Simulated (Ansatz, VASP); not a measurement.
**Os in VASP and in Ansatz**

```
Os
1.0
     0.00000    1.91592    1.91592
     1.91592    0.00000    1.91592
     1.91592    1.91592    0.00000
Os
1
Direct
  0.00000 0.00000 0.00000
```

Alike in both runs: functional r2SCAN; k mesh 18 × 18 × 18; occupations gaussian, width 0.1 eV; no spin polarisation.

Ansatz relaxed the structure, and its values are those at the end. VASP's run is a single point on that final structure, the one shown.

```csv
,VASP,Ansatz
version,VASP 6.6.1,Ansatz 0.2.0
potentials or method,"VASP PAW PBE potentials, release 64 (Os)","scalar-relativistic, plane waves, PAW"
plane-wave cutoff (eV),520,500
valence electrons in the cell,8,16
```

Ansatz gave:

| Item | Value |
| --- | --- |
| gap on the k mesh at the Fermi level (eV) | none |
| pressure (GPa) | 0.0 |

Q: What did VASP give for the same quantities?

A: gap on the k mesh at the Fermi level (eV): none; pressure (GPa): 1.0.

A gap of «none» marks a metal or a gap that the smearing closes. The functional is the same, so the differences come from potentials, cutoffs and numerics. The two sets of potentials don't hold the same shells in valence.

Caveats: the PAW data sets were made with another functional, which shifts forces and pressure a little (VASP). Spin-orbit coupling is left out, which matters for the levels of Os.
